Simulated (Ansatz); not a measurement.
# Bi2Te3: the cost of one run

Program: Ansatz 0.2.0. Level of theory: DFT PBE+D3(BJ), scalar-relativistic, plane waves, PAW. These are calculated values, not measurements.

6 further runs of the same task are left out: 2 that didn't finish, 4 set aside as unsound or not needed.

### Step 1. Starting point

Symmetry: P-3m1, No. 164, trigonal system. Conventional cell: a = 4.350 Å, b = 4.350 Å, c = 41.030 Å, α = 90.00°, β = 90.00°, γ = 120.00°. Te (site symmetry 3m) is surrounded by 3 Bi at 3.06 Å. Bi (site symmetry 3m) has 6 Te at 3.06 to 3.24 Å as nearest neighbours. Around Te (site symmetry -3m) lie 6 Bi at 3.24 Å.

Coordinates:

```
Te Bi
1.0
     4.34974    0.00000    0.00000
    -2.17487    3.76698    0.00000
     0.00000    0.00000   41.03016
Te Bi
3 2
Cartesian
  0.0000 0.0000 16.7279
  2.1749 1.2557 20.5151
  0.0000 2.5113 24.3023
  0.0000 2.5113 18.4712
  0.0000 0.0000 22.5590
```

The sheet was relaxed beforehand at this level: -45735.8841 eV a cell, gap on the mesh 1.11 eV, ionisation potential 5.41 eV, electron affinity 4.30 eV.

### Step 2. Electronic structure of the layer

Along c the cell is not periodic, so the sheet has no images above or below.

The input, input.yaml:

```yaml
crystal:
  lattice:
    - [4.3497386139, 0.0, 0.0]
    - [-2.174869307, 3.7669841394, 0.0]
    - [0.0, 0.0, 41.0301608556]
  atoms:
    - { symbol: Te, position: [0.0, 0.0, 0.4076965287] }
    - { symbol: Bi, position: [0.3333333333, 0.6666666667, 0.4501853782] }
    - { symbol: Te, position: [0.6666666667, 0.3333333333, 0.5] }
    - { symbol: Bi, position: [0.0, 0.0, 0.5498146218] }
    - { symbol: Te, position: [0.3333333333, 0.6666666667, 0.5923034713] }
  periodic: [true, true, false]
basis:
  ecutwfc: 420
kpoints:
  mp_grid: { grid: [6, 6, 1] }
  band_path:
    path:
      - [0, 0, 0]
      - [0.5, 0, 0]
      - [0.3333333333333, 0.3333333333333, 0]
      - [0, 0, 0]
    npoints: 16
hamiltonian:
  xc: pbe
  dispersion: d3bj
scf:
  occupations: { method: gaussian, width: 0.02 }
output:
  forces: true
  stress: true
  eigenvalues: true
  populations: true
  dos: { projected: true, de: 0.02, nscf_kmesh: { grid: [12, 12, 1] } }
  bader: true
  write_density: true
  write_potential: true
  elf: true
  volumetric_format: npy
```

The run is started by

```console
ansatz run input.yaml --threads 4 --pin off --max-ram 10240MiB --backend cpu --events-out ev --progress --plain --runs-dir out
```

What time and memory should one allow on 4 threads of Arm Neoverse V2, shared host?

About 31 s, with a peak of 1.5 GiB.
